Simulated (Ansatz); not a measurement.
**H in Hg**

Method: DFT r2SCAN, scalar-relativistic, plane waves, PAW in Ansatz.

Plane waves to 500 eV, a k mesh through Γ of 12×12×12 on the computed 1-atom cell and Gaussian smearing (0.10 eV); no spin polarisation for the host; each changed cell takes a mesh and smearing chosen by its own gap and starts from the host's moments or customary ones, or runs without spin. Cells and atoms are relaxed to the nearest stationary point that keeps the symmetry of their start (forces under 0.02 to 0.04 eV/Å, stress under 0.1 to 0.2 GPa); energies are at zero smearing, without zero-point or thermal terms.

Relaxed host (gap on the mesh 0 eV):

```
CELL_PARAMETERS angstrom
1.87910 1.08490 2.15016
-1.87910 1.08490 2.15016
0.00000 -2.16979 2.15016
ATOMIC_POSITIONS crystal
Hg 0.00000 0.00000 0.00000
```

Cases: (1) 1 H in a 1×1×1 repeat of the cell, at (0.500 0.500 0.500) in fractions of that repeat, 2.42 Å from the nearest atom of the relaxed host; (2) 1 H in a 2×2×2 repeat of the cell, at (0.250 0.250 0.250) in fractions of that repeat, 2.42 Å from the nearest atom of the relaxed host.

The table gives the energy per H taken from half an H2 molecule (negative: uptake is favourable), the swelling and the final surroundings.

```tsv
case	formula	energy per H (eV)	ΔV (%)	principal strains (%)	nearest host atoms of the first H	gap (eV)
1	HgH	1.47	+8.2	+8.4 -0.1 -0.1	6 (Hg) from 2.46 Å	0
2	Hg8H	1.49	+3.7	+4.7 +4.7 -5.3	6 (Hg) from 2.42 Å	0
```

Each ion keeps what symmetry its start has, so a lower place off a symmetric site can be missed, above all for H.

Relaxed structure of case 1, the lowest per ion:

```cif
data_structure
_symmetry_space_group_name_H-M 'P 1'
_symmetry_Int_Tables_number 1
_cell_length_a 3.1826
_cell_length_b 3.1826
_cell_length_c 3.1826
_cell_angle_alpha 72.285
_cell_angle_beta 72.285
_cell_angle_gamma 72.285
_cell_volume 28.44
loop_
_atom_site_label
_atom_site_type_symbol
_atom_site_fract_x
_atom_site_fract_y
_atom_site_fract_z
_atom_site_occupancy
Hg1 Hg 0.00000 0.00000 0.00000 1
H1 H 0.50000 0.50000 0.50000 1
```

Spin-orbit coupling is left out.

Cost: 3 runs of about 17 core-minutes in all, on Intel Xeon Platinum 8488C (Sapphire Rapids) (shared hosts).